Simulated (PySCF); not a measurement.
These 3 structures share the formula C7H8O. Theory: PBE0-D3(BJ)/def2-TZVP geometry optimisation, gas phase in PySCF. Energies are electronic, without zero-point or thermal terms, for one conformer each. No frequencies were run at this level. Point groups hold within 0.08 Å.

Question: Rank from lowest to highest electronic energy at this level (kcal/mol).
A. `[OH:1][CH2:2][c:3]1[cH:4][cH:5][cH:6][cH:7][cH:8]1` with H–O1–C2–C3 -55°, O1–C2–C3–C4 -37°
B. `[CH3:1][c:2]1[cH:3][cH:4][cH:5][cH:6][c:7]1[OH:8]` with C6–C7–O8–H 180° (o-cresol)
C. `[CH3:1][c:2]1[cH:3][cH:4][c:5]([OH:6])[cH:7][cH:8]1` with C4–C5–O6–H 0°

Answer: B (0.0), C (0.9), A (8.1).

Neighbours under 2.5 kcal/mol apart (Cc1ccccc1O and Cc1ccc(O)cc1) can change places with a better method, another conformer or zero-point energy.

```json
{"SMILES": "Cc1ccccc1O", "E (Eh)": "-346.52321", "E rel (kcal/mol)": "0.0", "dipole (D)": "1.71", "point group": "–", "A, B, C (MHz)": "3297, 2224, 1339"}
{"SMILES": "Cc1ccc(O)cc1", "E (Eh)": "-346.52182", "E rel (kcal/mol)": "0.9", "dipole (D)": "1.37", "point group": "–", "A, B, C (MHz)": "5567, 1472, 1172"}
{"SMILES": "OCc1ccccc1", "E (Eh)": "-346.51026", "E rel (kcal/mol)": "8.1", "dipole (D)": "1.46", "point group": "C1", "A, B, C (MHz)": "4892, 1490, 1181"}
```

How do the relative energies change in single points at PBE0/pcSseg-2 (no added dispersion term) on the same geometries?

| SMILES | PBE0-D3(BJ)/def2-TZVP (kcal/mol) | PBE0/pcSseg-2 (kcal/mol) | shift |
| --- | --- | --- | --- |
| Cc1ccccc1O | 0.0 | 0.0 | 0.0 |
| Cc1ccc(O)cc1 | 0.9 | 0.7 | -0.2 |
| OCc1ccccc1 | 8.1 | 7.9 | -0.2 |

Each column counts from its own lowest isomer. The order is unchanged; the largest shift is 0.2 kcal/mol.
